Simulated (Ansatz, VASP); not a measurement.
# Two plane-wave programs on WS

```
CELL_PARAMETERS angstrom
3.24044 0.00000 0.00000
0.00000 3.24044 0.00000
0.00000 0.00000 3.24044
ATOMIC_POSITIONS crystal
W 0.00000 0.00000 0.00000
S 0.50000 0.50000 0.50000
```

Alike in both runs: functional PBE; k mesh 12 × 12 × 12; occupations gaussian, width 0.02 eV; no spin polarisation; Hubbard terms W d U = 6.2 eV.

Ansatz relaxed the structure, and its values are those at the end. VASP's run is a single point on that final structure, the one shown.

```csv
,VASP,Ansatz
version,VASP 6.6.1,Ansatz 0.2.0
potentials or method,"VASP PAW PBE potentials, release 64 (W_sv, S)","scalar-relativistic, plane waves, PAW"
plane-wave cutoff (eV),520,420
valence electrons in the cell,20,20
```

|  | VASP | Ansatz | Ansatz less VASP |
| --- | --- | --- | --- |
| pressure (GPa) | -24.8 | 0.0 | +24.84 |

The programs project onto different local orbitals, so the same U acts differently.

Caveats: U without spin polarisation on a metal has little footing. The runs have no spin-orbit coupling, so splittings on W are missing.
